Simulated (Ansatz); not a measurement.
MnAs:

```
As Mn
1.0
     3.71000    0.00000    0.00000
    -1.85500    3.21295    0.00000
     0.00000    0.00000    5.69100
As Mn
2 2
Cartesian
  1.8550 1.0710 4.2683
  0.0000 2.1420 1.4227
  0.0000 0.0000 2.8455
  0.0000 0.0000 0.0000
```

Program: Ansatz 0.2.0. Alike in all runs: task single point; level PBE; potentials or basis Ansatz PAW; cell as given; cutoff (eV) 420; smearing fermi-dirac 0.05 eV. Hardware: 2 threads of Intel(R) Xeon(R) Platinum 8488C (Sapphire Rapids) (shared host).

Q: Order these runs on this cell by their wall time, lowest first.
A. spin off; k mesh 8 × 8 × 5
B. spin non-collinear, random start; k mesh 6 × 6 × 4
C. spin collinear, ferromagnetic start; k mesh 8 × 8 × 5

A: A (2.3 s), C (8.5 s), B (69 s).

Caveats: the starting moments weren't kept (some runs).
